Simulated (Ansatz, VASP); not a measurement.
# InH3 in two plane-wave programs, part 3 of 3

One calculation is typed for both programs; each brings its own data sets. How far apart do they land? The cell is generated by rule, not measured, and may not be a known phase. The cell is taken from a series of runs on this material, whose earlier steps may have relaxed, scaled, displaced or heated it; both programs get it as it stands.

VASP 6.6.1 and Ansatz 0.2.0.

So far: The starting structure; Ansatz: zone-centre phonons, PBEsol; VASP: zone-centre phonons, PBEsol.

## Step 3: VASP: zone-centre phonons, PBEsol (continued)

Level of this step: PBEsol; plane waves and PAW (In_d, H); invented cell (VASP).

Numbers of over 12 decimals in the logs are rounded to 6 here.

From OUTCAR (step 3):

```text
ion  position               nearest neighbor table
   1  0.500  0.500  0.000-   3 1.91   3 1.91   6 1.92   7 1.92   8 1.92   5 1.92   2 3.68   2 3.68
                             2 3.68   2 3.68
   2  0.000  0.000  0.000-   4 1.91   4 1.91   6 1.92   7 1.92   8 1.92   5 1.92   1 3.68   1 3.68
                             1 3.68   1 3.68
   3  0.500  0.500  0.500-   1 1.91   1 1.91
   4  0.000  0.000  0.500-   2 1.91   2 1.91
   5  0.176  0.324  0.000-   1 1.92   2 1.92
   6  0.824  0.676  0.000-   1 1.92   2 1.92
   7  0.324  0.824  0.000-   1 1.92   2 1.92
   8  0.676  0.176  0.000-   1 1.92   2 1.92

  LATTYP: Found a simple tetragonal cell.
 ALAT       =     5.2063547324
 C/A-ratio  =     0.7349027921

 Subroutine GETGRP returns: Found 16 space group operations
 (whereof  8 operations were pure point group operations)

The static configuration has the point symmetry C_4h.
 The point group associated with its full space group is D_4h.

 Found     50 irreducible k-points:

   k-points           NKPTS =     50   k-points in BZ     NKDIM =     50   number of bands    NBANDS=     24

   dimension x,y,z NGX =    40 NGY =   40 NGZ =   28
   dimension x,y,z NGXF=    80 NGYF=   80 NGZF=   56

   ENCUT  =  500.0 eV  36.75 Ry    6.06 a.u.   9.49  9.49  6.98*2*pi/ulx,y,z

   NELECT =      32.0000    total number of electrons

 k-points in reciprocal lattice and weights: Automatic mesh
   0.00000000  0.00000000  0.00000000       0.003
   0.16666667  0.00000000  0.00000000       0.014
   0.33333333  0.00000000  0.00000000       0.014
   0.50000000  0.00000000  0.00000000       0.007
   0.16666667  0.16666667  0.00000000       0.014
   0.33333333  0.16666667  0.00000000       0.028
   0.50000000  0.16666667  0.00000000       0.014
   0.33333333  0.33333333  0.00000000       0.014
   0.50000000  0.33333333  0.00000000       0.014
[...]
0.50000000  0.33333333  0.50000000       0.014
   0.50000000  0.50000000  0.50000000       0.003

 average (electrostatic) potential at core
       1 -98.6596       2 -98.6596       3 -33.6127       4 -33.6127       5 -33.5817
       6 -33.5817       7 -33.5817       8 -33.5817

 Eigenvectors and eigenvalues of the dynamical matrix
 ----------------------------------------------------

   1 f  =   46.204544 THz   290.311712 2PiTHz 1541.217689 cm-1   191.086554 meV
             X         Y         Z           dx          dy          dz
      2.603177  2.603177  0.000000     0.000000   -0.000000    0.000000
      0.000000  0.000000  0.000000     0.000000   -0.000000   -0.000000
      2.603177  2.603177  1.913082     0.000000   -0.000000   -0.000000
      0.000000  0.000000  1.913082     0.000000   -0.000000    0.000000
      0.917594  1.685583  0.000000     0.353553    0.353553    0.000000
      4.288760  3.520772  0.000000    -0.353553   -0.353553    0.000000
      1.685583  4.288760  0.000000     0.353553   -0.353553    0.000000
      3.520772  0.917594  0.000000    -0.353553    0.353553   -0.000000

   2 f  =   45.430124 THz   285.445886 2PiTHz 1515.385810 cm-1   187.883810 meV
             X         Y         Z           dx          dy          dz
      2.603177  2.603177  0.000000    -0.000000    0.000000   -0.040670
      0.000000  0.000000  0.000000    -0.000000    0.000000   -0.040670
      2.603177  2.603177  1.913082    -0.000000    0.000000    0.683905
      0.000000  0.000000  1.913082    -0.000000    0.000000    0.683905
      0.917594  1.685583  0.000000    -0.000000   -0.000000   -0.123732
      4.288760  3.520772  0.000000     0.000000    0.000000   -0.123732
      1.685583  4.288760  0.000000    -0.000000    0.000000   -0.123732
      3.520772  0.917594  0.000000     0.000000   -0.000000   -0.123732

   3 f  =   44.879900 THz   281.988727 2PiTHz 1497.032316 cm-1   185.608268 meV
             X         Y         Z           dx          dy          dz
      2.603177  2.603177  0.000000     0.000000    0.000000   -0.040018
      0.000000  0.000000  0.000000    -0.000000    0.000000    0.040018
      2.603177  2.603177  1.913082     0.000000    0.000000    0.705973
      0.000000  0.000000  1.913082    -0.000000    0.000000   -0.705973
      0.917594  1.685583  0.000000    -0.000000    0.000000    0.000000
      4.288760  3.520772  0.000000    -0.000000   -0.000000   -0.000000
      1.685583  4.288760  0.000000     0.000000   -0.000000    0.000000
      3.520772  0.917594  0.000000     0.000000   -0.000000    0.000000

   4 f  =   43.350299 THz   272.377962 2PiTHz 1446.010329 cm-1   179.282351 meV
             X         Y         Z           dx          dy          dz
      2.603177  2.603177  0.000000    -0.038648   -0.012941    0.000000
      0.000000  0.000000  0.000000    -0.018195   -0.036470   -0.000000
      2.603177  2.603177  1.913082    -0.118263   -0.045697    0.000000
      0.000000  0.000000  1.913082    -0.061717   -0.110750   -0.000000
      0.917594  1.685583  0.000000     0.469964    0.485206   -0.000000
      4.288760  3.520772  0.000000     0.469964    0.485206    0.000000
      1.685583  4.288760  0.000000    -0.075545   -0.142360    0.000000
      3.520772  0.917594  0.000000    -0.075545   -0.142360   -0.000000

   5 f  =   43.350299 THz   272.377962 2PiTHz 1446.010329 cm-1   179.282351 meV
             X         Y         Z           dx          dy          dz
      2.603177  2.603177  0.000000     0.012941   -0.038648   -0.000000
      0.000000  0.000000  0.000000     0.036470   -0.018195    0.000000
      2.603177  2.603177  1.913082     0.045697   -0.118263    0.000000
      0.000000  0.000000  1.913082     0.110750   -0.061717   -0.000000
      0.917594  1.685583  0.000000     0.142360   -0.075545   -0.000000
      4.288760  3.520772  0.000000     0.142360   -0.075545    0.000000
      1.685583  4.288760  0.000000    -0.485206    0.469964    0.000000
      3.520772  0.917594  0.000000    -0.485206    0.469964   -0.000000

   6 f  =   30.170809 THz   189.568786 2PiTHz 1006.389872 cm-1   124.776385 meV
             X         Y         Z           dx          dy          dz
      2.603177  2.603177  0.000000     0.000000   -0.000000    0.000000
      0.000000  0.000000  0.000000    -0.000000   -0.000000   -0.000000
      2.603177  2.603177  1.913082     0.000000   -0.000000   -0.000000
      0.000000  0.000000  1.913082     0.000000   -0.000000    0.000000
      0.917594  1.685583  0.000000     0.353553    0.353553   -0.000000
      4.288760  3.520772  0.000000    -0.353553   -0.353553   -0.000000
      1.685583  4.288760  0.000000    -0.353553    0.353553   -0.000000
      3.520772  0.917594  0.000000     0.353553   -0.353553   -0.000000

   7 f  =   23.735119 THz   149.132150 2PiTHz  791.718346 cm-1    98.160520 meV
             X         Y         Z           dx          dy          dz
      2.603177  2.603177  0.000000    -0.000000   -0.000000    0.000000
      0.000000  0.000000  0.000000     0.000000    0.000000    0.000000
      2.603177  2.603177  1.913082    -0.000000   -0.000000   -0.000000
      0.000000  0.000000  1.913082    -0.000000    0.000000   -0.000000
      0.917594  1.685583  0.000000    -0.353553    0.353553   -0.000000
      4.288760  3.520772  0.000000     0.353553   -0.353553    0.000000
      1.685583  4.288760  0.000000    -0.353553   -0.353553   -0.000000
      3.520772  0.917594  0.000000     0.353553    0.353553    0.000000

   8 f  =   18.349657 THz   115.294295 2PiTHz  612.078674 cm-1    75.888050 meV
             X         Y         Z           dx          dy          dz
      2.603177  2.603177  0.000000    -0.023951    0.108232   -0.000000
      0.000000  0.000000  0.000000     0.100784   -0.046157   -0.000000
      2.603177  2.603177  1.913082     0.068390    0.263545    0.000000
      0.000000  0.000000  1.913082     0.272032    0.011490    0.000000
      0.917594  1.685583  0.000000    -0.128567   -0.034051   -0.000000
      4.288760  3.520772  0.000000    -0.128567   -0.034051    0.000000
      1.685583  4.288760  0.000000    -0.453464   -0.436188    0.000000
      3.520772  0.917594  0.000000    -0.453464   -0.436188   -0.000000

   9 f  =   18.349657 THz   115.294295 2PiTHz  612.078674 cm-1    75.888050 meV
             X         Y         Z           dx          dy          dz
      2.603177  2.603177  0.000000    -0.108232   -0.023951    0.000000
      0.000000  0.000000  0.000000     0.046157    0.100784   -0.000000
      2.603177  2.603177  1.913082    -0.263545    0.068390   -0.000000
      0.000000  0.000000  1.913082    -0.011490    0.272032    0.000000
      0.917594  1.685583  0.000000     0.436188   -0.453464   -0.000000
      4.288760  3.520772  0.000000     0.436188   -0.453464    0.000000
      1.685583  4.288760  0.000000     0.034051   -0.128567    0.000000
      3.520772  0.917594  0.000000     0.034051   -0.128567   -0.000000

  10 f  =   16.312589 THz   102.495019 2PiTHz  544.129397 cm-1    67.463417 meV
             X         Y         Z           dx          dy          dz
      2.603177  2.603177  0.000000    -0.000000   -0.000000   -0.000000
      0.000000  0.000000  0.000000    -0.000000    0.000000    0.000000
      2.603177  2.603177  1.913082     0.000000    0.000000    0.000000
      0.000000  0.000000  1.913082     0.000000   -0.000000   -0.000000
      0.917594  1.685583  0.000000     0.000000   -0.000000    0.707107
      4.288760  3.520772  0.000000     0.000000   -0.000000   -0.707107
      1.685583  4.288760  0.000000    -0.000000   -0.000000   -0.000000
      3.520772  0.917594  0.000000     0.000000    0.000000    0.000000

  11 f  =   16.312589 THz   102.495019 2PiTHz  544.129397 cm-1    67.463417 meV
             X         Y         Z           dx          dy          dz
      2.603177  2.603177  0.000000     0.000000   -0.000000   -0.000000
      0.000000  0.000000  0.000000    -0.000000    0.000000   -0.000000
      2.603177  2.603177  1.913082    -0.000000    0.000000   -0.000000
      0.000000  0.000000  1.913082     0.000000   -0.000000    0.000000
    [... 145 further lines ...]
      1.685583  4.288760  0.000000     0.000000   -0.000000    0.063059
      3.520772  0.917594  0.000000     0.000000   -0.000000    0.063059

 ELASTIC MODULI CONTR FROM IONIC RELAXATION (kBar)
 Direction    XX          YY          ZZ          XY          YZ          ZX
 --------------------------------------------------------------------------------
 XX        -512.2536   -449.2785    -52.6804     -0.0000      0.0000     -0.0000
 YY        -449.2785   -512.2536    -52.6804     -0.0000      0.0000      0.0000
 ZZ         -52.6804    -52.6804     -5.7725     -0.0000      0.0000      0.0000
 XY          -0.0000     -0.0000     -0.0000    -20.5836     -0.0000     -0.0000
 YZ           0.0000      0.0000      0.0000     -0.0000     -9.7400     -0.0000
 ZX          -0.0000      0.0000      0.0000     -0.0000     -0.0000     -9.7393
 --------------------------------------------------------------------------------
```

## Step 4: Side by side

Known differences besides the potentials themselves: the cutoff is 420 eV in Ansatz and 500 eV in VASP; Ansatz makes its cores anew for this functional, VASP keeps those of its PBE data sets. Total energies have different zeros and are not compared.

Compared:

```tsv
quantity	Ansatz	VASP	difference
optical mode 1 (cm⁻¹)	47.2	44.5	+2.8
optical mode 2 to 3 (cm⁻¹)	110.2	110.9	-0.65 %
optical mode 4 (cm⁻¹)	337.0	336.6	+0.15 %
optical mode 5 to 6 (cm⁻¹)	387.1	387.6	-0.15 %
optical mode 7 (cm⁻¹)	455.0	456.9	-0.40 %
optical mode 8 (cm⁻¹)	522.3	525.7	-0.66 %
optical mode 9 to 10 (cm⁻¹)	527.6	530.4	-0.52 %
optical mode 11 to 12 (cm⁻¹)	542.1	544.1	-0.37 %
optical mode 13 to 14 (cm⁻¹)	609.2	612.1	-0.47 %
optical mode 15 (cm⁻¹)	786.0	791.7	-0.72 %
optical mode 16 (cm⁻¹)	1004.3	1006.4	-0.21 %
optical mode 17 to 18 (cm⁻¹)	1438.0	1446.0	-0.55 %
optical mode 19 (cm⁻¹)	1490.1	1497.0	-0.46 %
optical mode 20 (cm⁻¹)	1508.1	1515.4	-0.48 %
optical mode 21 (cm⁻¹)	1535.7	1541.2	-0.36 %
```

Modes are paired by rising frequency, not by their patterns, so a pair may set unlike modes beside each other; they are those without the splitting of longitudinal modes.

## Step 5: Outcome

```yaml
r_m_s_difference_of_the_optical_zone_centre_modes_each_program_s_sorted_by_frequency_zone_centre_phonons_pbesol: 4.1 cm⁻¹
difference_in_optical_mode_15_zone_centre_phonons_pbesol: -0.7 %
```

What this shows: The r.m.s. difference of the optical zone-centre modes, each program's sorted by frequency is 4.1 cm⁻¹ (zone-centre phonons, PBEsol). Among the rows given in per cent, the largest difference of the zone-centre phonons, PBEsol pair is in optical mode 15, -0.7 %. How closely two codes agree says nothing of how well the functional describes the real material.

[Lines on the potential files, build, host, timing and source positions are cut from VASP's logs without a mark.]

[Logs are printed without paths, hosts, clocks, repeated set-up lines and the standing remarks that a program may print on its own settings, such as how far it seeks lower states.]

[Hosts, paths, dates, database ids (printed as entryN), source tags and the programs' standing remarks are cut or masked in the printed files.]
